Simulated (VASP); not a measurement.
# BaTiO3 (Pm-3m) in VASP: notebook

One crystal, BaTiO3, is run at these levels: PBE, r2SCAN, PBE+D3(BJ); tasks: relaxation of cell and atoms.

Everything below comes from runs of VASP 6.6.1. Logs are shortened: lines on timing, memory, paths and dates and some standing lists are left out, and cuts for length are marked.

**1. The crystal as given**

It takes space group Pm-3m (No. 221, cubic). The conventional cell has a = 4.022 Å, b = 4.022 Å, c = 4.022 Å, α = 90.00°, β = 90.00°, γ = 90.00°. Around Ba (site symmetry m-3m) lie 12 O at 2.84 Å. Around Ti (site symmetry m-3m) lie 6 O at 2.01 Å. O (site symmetry 4/mmm) has 2 Ti at 2.01 Å as nearest neighbours.

**2. Relaxation of cell and atoms, PBE**

Input file INCAR:

```
PREC = Accurate
ENCUT = 300
EDIFF = 1E-7
ISMEAR = 0
SIGMA = 0.03
LREAL = False
LASPH = True
NELM = 80
ALGO = Normal
ISIF = 3
LWAVE = False
LCHARG = False
GGA = PE
IBRION = 2
NSW = 90
EDIFFG = -0.005
```

Input file KPOINTS:

```
regular mesh
0
Gamma
  4 4 4
```

Input file POSCAR:

```
BaTiO3                                  
1.0
    4.0220786044     -0.0000000000     -0.0000000000
   -0.0000000000      4.0220786044     -0.0000000000
    0.0000000000      0.0000000000      4.0220786044
  Ba              Ti              O             
     1     1     3
Direct
     0.5000000000000000    0.5000000000000000    0.5000000000000000
     0.0000000000000000    0.0000000000000000    0.0000000000000000
     0.5000000000000000    0.0000000000000000    0.0000000000000000
     0.0000000000000000    0.5000000000000000    0.0000000000000000
     0.0000000000000000    0.0000000000000000    0.5000000000000000
```

Potentials or basis: VASP PAW PBE potentials, release 64 (Ba_sv, Ti_sv, O_s).

Started as:

```bash
$ cat potpaw_PBE.64/Ba_sv/POTCAR potpaw_PBE.64/Ti_sv/POTCAR potpaw_PBE.64/O_s/POTCAR > POTCAR
$ mpirun -np 1 vasp_std > vasp.out
```

OUTCAR:

```text
PREC = Accurate
   ENCUT = 300
   EDIFF = 1E-7
   ISMEAR = 0
   LREAL = False
   LASPH = True
   NELM = 80
   ISIF = 3
   GGA = PE
   IBRION = 2
   NSW = 90
   EDIFFG = -0.005

 ion  position               nearest neighbor table
   1  0.500  0.500  0.500-   3 2.84   4 2.84   5 2.84   3 2.84   4 2.84   3 2.84   5 2.84   3 2.84
                             4 2.84   5 2.84   4 2.84   5 2.84   2 3.48   2 3.48   2 3.48   2 3.48
   2  0.000  0.000  0.000-   3 2.01   4 2.01   5 2.01   5 2.01   4 2.01   3 2.01   1 3.48   1 3.48
                             1 3.48   1 3.48   1 3.48   1 3.48   1 3.48   1 3.48
   3  0.500  0.000  0.000-   2 2.01   2 2.01   1 2.84   1 2.84   1 2.84   1 2.84
   4  0.000  0.500  0.000-   2 2.01   2 2.01   1 2.84   1 2.84   1 2.84   1 2.84
   5  0.000  0.000  0.500-   2 2.01   2 2.01   1 2.84   1 2.84   1 2.84   1 2.84

  LATTYP: Found a simple cubic cell.
 ALAT       =     4.0220786044

  Lattice vectors:

 A1 = (   4.0220786044,   0.0000000000,   0.0000000000)
 A2 = (   0.0000000000,   4.0220786044,   0.0000000000)
 A3 = (   0.0000000000,   0.0000000000,   4.0220786044)

Analysis of symmetry for initial positions (statically):
=====================================================================
 Subroutine PRICEL returns:
 Original cell was already a primitive cell.

 Routine SETGRP: Setting up the symmetry group for a
 simple cubic supercell.

 Subroutine GETGRP returns: Found 48 space group operations
 (whereof 48 operations were pure point group operations)
 out of a pool of 48 trial point group operations.

The static configuration has the point symmetry O_h .

Analysis of symmetry for dynamics (positions and initial velocities):
=====================================================================
 Subroutine PRICEL returns:
 Original cell was already a primitive cell.

 Routine SETGRP: Setting up the symmetry group for a
 simple cubic supercell.

 Subroutine GETGRP returns: Found 48 space group operations
 (whereof 48 operations were pure point group operations)
 out of a pool of 48 trial point group operations.

The dynamic configuration has the point symmetry O_h .

 Subroutine INISYM returns: Found 48 space group operations
 (whereof 48 operations are pure point group operations),
 and found     1 'primitive' translations

----------------------------------------------------------------------------------------

                                     Primitive cell

  volume of cell :      65.0656

  direct lattice vectors                    reciprocal lattice vectors
     4.022078604  0.000000000  0.000000000     0.248627662  0.000000000  0.000000000
     0.000000000  4.022078604  0.000000000     0.000000000  0.248627662  0.000000000
     0.000000000  0.000000000  4.022078604     0.000000000  0.000000000  0.248627662

  length of vectors
     4.022078604  4.022078604  4.022078604     0.248627662  0.248627662  0.248627662

  position of ions in fractional coordinates (direct lattice)
     0.500000000  0.500000000  0.500000000
     0.000000000  0.000000000  0.000000000
     0.500000000  0.000000000  0.000000000
     0.000000000  0.500000000  0.000000000
     0.000000000  0.000000000  0.500000000

  ion indices of the primitive-cell ions
   primitive index   ion index
                 1           1
                 2           2
                 3           3
                 4           4
                 5           5

----------------------------------------------------------------------------------------

 KPOINTS: regular mesh

Automatic generation of k-mesh.
 Grid dimensions read from file:
 generate k-points for:    4    4    4

 Generating k-lattice:

  Cartesian coordinates                     Fractional coordinates (reciprocal lattice)
     0.062156916  0.000000000  0.000000000     0.250000000  0.000000000  0.000000000
     0.000000000  0.062156916  0.000000000     0.000000000  0.250000000  0.000000000
     0.000000000  0.000000000  0.062156916     0.000000000  0.000000000  0.250000000

  Length of vectors
     0.062156916  0.062156916  0.062156916

  Shift w.r.t. Gamma in fractional coordinates (k-lattice)
     0.000000000  0.000000000  0.000000000

 Subroutine IBZKPT returns following result:
 ===========================================

 Found     10 irreducible k-points:

 Following reciprocal coordinates:
            Coordinates               Weight
  0.000000  0.000000  0.000000      1.000000
  0.250000  0.000000  0.000000      6.000000
  0.500000  0.000000  0.000000      3.000000
  0.250000  0.250000  0.000000     12.000000
  0.500000  0.250000  0.000000     12.000000
  0.500000  0.500000  0.000000      3.000000
  0.250000  0.250000  0.250000      8.000000
  0.500000  0.250000  0.250000     12.000000
  0.500000  0.500000  0.250000      6.000000
  0.500000  0.500000  0.500000      1.000000
   k-points           NKPTS =     10   k-points in BZ     NKDIM =     10   number of bands    NBANDS=     24
   number of dos      NEDOS =    301   number of ions     NIONS =      5
   total plane-waves  NPLWV =  13824
   dimension x,y,z NGX =    24 NGY =   24 NGZ =   24
   dimension x,y,z NGXF=    48 NGYF=   48 NGZF=   48
   ions per type =               1   1   3
   NGX,Y,Z   is equivalent  to a cutoff of   9.92,  9.92,  9.92 a.u.
   NGXF,Y,Z  is equivalent  to a cutoff of  19.84, 19.84, 19.84 a.u.
 SYSTEM =  unknown system
   PREC   = accura    normal or accurate (medium, high low for compatibility)
   ISTART =      0    job   : 0-new  1-cont  2-samecut
   ICHARG =      2    charge: 1-file 2-atom 10-const
   ISPIN  =      1    spin polarized calculation?
   LNONCOLLINEAR =      F non collinear calculations
   LSORBIT =      F    spin-orbit coupling
   LASPH  =      T    aspherical Exc in radial PAW
   ENCUT  =  300.0 eV  22.05 Ry    4.70 a.u.   5.68  5.68  5.68*2*pi/ulx,y,z
   NELM   =     80;   NELMIN=  2; NELMDL= -5     # of ELM steps
   EDIFF  = 0.1E-06   stopping-criterion for ELM
   LREAL  =      F    real-space projection
   EDIFFG = -.5E-02   stopping-criterion for IOM
   NSW    =     90    number of steps for IOM
   IBRION =      2    ionic relax: 0-MD 1-quasi-New 2-CG
   NFREE  =      1    steps in history (QN), initial steepest desc. (CG)
   ISIF   =      3    stress and relaxation
   ISYM   =      2    0-nonsym 1-usesym 2-fastsym
   POTIM  = 0.5000    time-step for ionic-motion
   TEBEG  =    0.0;   TEEND  =   0.0 temperature during run
   PSTRESS=    0.0 pullay stress
   NELECT =      40.0000    total number of electrons
   NUPDOWN=      -1.0000    fix difference up-down
   EMIN   =  10.00;   EMAX   =-10.00  energy-range for DOS
   EFERMI =   0.00;   METHOD = LEGACY
   ISMEAR =     0;   SIGMA  =   0.03  broadening in eV -4-tet -1-fermi 0-gaus
   EFERMI_NEDOS =   21; number of points for ismear=-14 and -15
   IALGO  =     38    algorithm
   IMIX   =      4    mixing-type and parameters
     AMIX     =   0.40;   BMIX     =  1.00
     AMIX_MAG =   1.60;   BMIX_MAG =  1.00
  volume/ion in A,a.u.               =      13.01        87.82
  Fermi-wavevector in a.u.,A,eV,Ry     =   1.392016  2.630529 26.364131  1.937709
  Thomas-Fermi vector in A             =   2.515800
   LORBIT       =      0    0 simple, 1 ext, 2 COOP (PROOUT), +10 PAW based schemes
   GGA     = PE    functional components
   LHFCALC =     F    Hartree Fock is set to
   AEXX    =    0.0000 exact exchange contribution
   IVDW    =     0    specifies the selected vdW correction
   LEPSILON=     F    determine dielectric tensor
   LRPA    =     F    only Hartree local field effects (RPA)
 conjugate gradient relaxation of ions
 non-spin polarized calculation
 Gauss-broadening in eV      SIGMA  =   0.03
  energy-cutoff  :      300.00
  volume of cell :       65.07
 maximum number of plane-waves:       804
 NGX is ok and might be reduce to    24
   NGX = 11   NGY = 11   NGZ = 11

--------------------------------------- Ionic step        1  -------------------------------------------

 number of electron      40.0000027 magnetization

 Free energy of the ion-electron system (eV)
  ---------------------------------------------------
  ext. energy  EPLUGINS =         0.00000000
  ---------------------------------------------------
  free energy    TOTEN  =       -39.95741915 eV

  energy without entropy =      -39.95741915  energy(sigma->0) =      -39.95741915

------------------------ aborting loop because EDIFF is reached ----------------------------------------

  FORCE on cell =-STRESS in cart. coord.  units (eV):
  Direction    XX          YY          ZZ          XY          YZ          ZX
  --------------------------------------------------------------------------------------
  -------------------------------------------------------------------------------------
  Total        0.0846080      0.0846080      0.0846080     -0.0000000      0.0000000     -0.0000000
  in kB        2.0833892      2.0833892      2.0833892     -0.0000000      0.0000000     -0.0000000
  external PRESSURE =       2.0833892 kB  Pullay stress =       0.0000000 kB
[... 63 lines left out ...]
  energy  without entropy=      -39.9574041080  energy(sigma->0) =      -39.95740411

--------------------------------------- Ionic step        3  -------------------------------------------

 number of electron      40.0000029 magnetization

 Free energy of the ion-electron system (eV)
  ---------------------------------------------------
  ext. energy  EPLUGINS =         0.00000000
  ---------------------------------------------------
  free energy    TOTEN  =       -39.95746745 eV

  energy without entropy =      -39.95746745  energy(sigma->0) =      -39.95746745

 E-fermi :   4.3078     XC(G=0): -11.1831

 val. band max:        3.9834276219   @ k =   0.5000   0.5000   0.5000
 cond. band min:       5.6754018350   @ k =   0.0000   0.0000   0.0000
 fundamental gap:      1.6919742131
 Fermi energy:         4.3077793502

 k-point     1 :       0.0000    0.0000    0.0000
  band No.  band energies     occupation
      1     -52.7193      2.00000
      2     -28.9509      2.00000
      3     -28.9509      2.00000
      4     -28.9509      2.00000
      5     -20.8731      2.00000
      6     -12.8591      2.00000
[... 291 lines left out ...]
  FREE ENERGIE OF THE ION-ELECTRON SYSTEM (eV)
  ---------------------------------------------------
  free  energy   TOTEN  =       -39.9574674548 eV

  energy  without entropy=      -39.9574674548  energy(sigma->0) =      -39.95746745

 reached required accuracy - stopping structural energy minimisation
```

Run time: 15 s. Hardware: 1 thread of Intel Xeon Platinum 8559C (Emerald Rapids), shared host; peak memory 0.13 GiB.

The run converged, but some of its settings lie outside the range that counts as converged, so its numbers aren't taken as properties of the crystal.

Results:

* Free energy: -39.9575 eV
* Relaxed volume: 13.03 Å³/atom
* Relaxed cell: a = 4.024 Å, b = 4.024 Å, c = 4.024 Å, α = 90.00°, β = 90.00°, γ = 90.00°
* Space group after relaxing (to 0.05 Å): Pm-3m (No. 221)
* Energy gained by relaxing: 0.0 meV/atom
* Ionic steps: 3
* Band gap on the k mesh: 1.69 eV, indirect (least direct gap 1.86 eV)

Caveat: the cutoff is under 1.25 times the usual one of these potentials, so pressure, stress and relaxed cells hold a basis-set (Pulay) error; spin-orbit coupling is left out, which moves the levels of the heavy elements.

(Part 1 of 2 ends here.)
